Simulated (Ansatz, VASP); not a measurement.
## Al in VASP and in Ansatz

The input INCAR:

```
SYSTEM = Al
PREC     = Accurate       ! precision mode
ENCUT    = 520            ! plane-wave cutoff, eV
EDIFF    = 1E-7           ! SCF threshold, eV
ISMEAR   = -1             ! smearing method
SIGMA    = 0.05           ! smearing width, eV
LREAL    = .FALSE.        ! projectors in reciprocal space
LASPH    = .TRUE.         ! aspherical terms in the spheres
NELM     = 80             ! most SCF steps
ALGO     = Normal         ! electronic algorithm
ISIF     = 2              ! what is computed and relaxed
LWAVE    = .FALSE.        ! write WAVECAR
LCHARG   = .TRUE.         ! write CHGCAR
GGA      = RE             ! functional
LELF     = .TRUE.         ! ELF
LVHAR    = .TRUE.       
NBANDS   = 8              ! bands
```

Contents of KPOINTS:

```
Automatic mesh
0
G
  6 6 6
  0 0 0
```

The input POSCAR:

```
Al
1.0
    0.0000000000      2.0248050000      2.0248050000
    2.0248050000      0.0000000000      2.0248050000
    2.0248050000      2.0248050000      0.0000000000
Al
1
Direct
    0.0000000000      0.0000000000      0.0000000000
```

File input.yaml:

```yaml
crystal:
  lattice:
    - [0.0, 2.024805, 2.024805]
    - [2.024805, 0.0, 2.024805]
    - [2.024805, 2.024805, 0.0]
  atoms:
    - { symbol: Al, position: [0.0, 0.0, 0.0] }
hamiltonian:
  xc: revpbe
  pseudopotentials: { kind: paw }
kpoints:
  mp_grid: { grid: [6, 6, 6] }
  band_path:
    path:
      - [[0.0, 0.0, 0.0], [0.5, 0.0, 0.5], [0.5, 0.25, 0.75], [0.375, 0.375, 0.75], [0.0, 0.0, 0.0], [0.5, 0.5, 0.5], [0.625, 0.25, 0.625], [0.5, 0.25, 0.75], [0.5, 0.5, 0.5], [0.375, 0.375, 0.75]]
      - [[0.625, 0.25, 0.625], [0.5, 0.0, 0.5]]
    npoints: 14
scf:
  occupations: { method: fermi_dirac, width: 0.05 }
  n_extra_bands: 6
output:
  forces: true
  stress: true
  eigenvalues: true
  fatbands: true
  write_density: true
  write_potential: true
  elf: true
  volumetric_format: npy
```

Alike in both runs: functional revPBE; k mesh 6 × 6 × 6; occupations fermi-dirac, width 0.05 eV; no spin polarisation.

```csv
,VASP,Ansatz
version,VASP 6.6.1,Ansatz 0.2.0
potentials or method,"VASP PAW PBE potentials, release 64 (Al)",Ansatz PAW
plane-wave cutoff (eV),520,420
valence electrons in the cell,3,3
task,single point,band structure
```

|  | VASP | Ansatz | Ansatz less VASP |
| --- | --- | --- | --- |
| gap on the k mesh at the Fermi level (eV) | none | none | - |
| pressure (GPa) | 0.9 | 1.1 | +0.17 |

A gap of «none» marks a metal or a gap that the smearing closes.

Caveats: the k mesh is coarse (spacing up to 0.45 Å⁻¹), so the values aren't converged; the PAW data sets were made with another functional, which shifts forces and pressure a little (VASP); the PAW data sets come from PBE, with cores solved anew for the run's functional, which leaves a small shift of forces and pressure (Ansatz).
